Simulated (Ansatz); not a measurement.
**Trends among crystals of one structure type (Fm-3m)**

All 4 crystals share space group Fm-3m (No. 225) and the same kinds of sites, 2 atoms in the primitive cell. They are database entries and needn't be the stable phases. The set is a selection: crystals with no linear-response run were left out. Cells are relaxed by PAW under the functional.

Quantity: dielectric response and Born charges by linear response (direction means). Level: PBEsol, PAW on Ansatz 0.2.0's default frozen-core files (fitted under PBE), scalar-relativistic.

```tsv
crystal	cell (conventional)	k mesh	smearing (eV)	ε∞	largest |Z*| (e)	ε₀
MgO	a = 4.214 Å	8×8×8	none	3.25	1.98	10.4
CaO	a = 4.767 Å	8×8×8	none	3.86	2.36	15.7
SrO	a = 5.123 Å	8×8×8	none	3.87	2.46	19.8
CaSe	a = 5.869 Å	6×6×6	none	?	?	?
```

Q: What did the calculation give for CaSe?

A: ε∞ = 5.84, largest |Z*| = 2.35 e, ε₀ = 12.0.

Known limits: frozen-core PAW files fitted under PBE, their cores solved anew for the functional of the run; zone-boundary modes aren't tested; field response not resolved by the mesh (CaSe); semilocal gaps are low, so ε∞ comes out large.
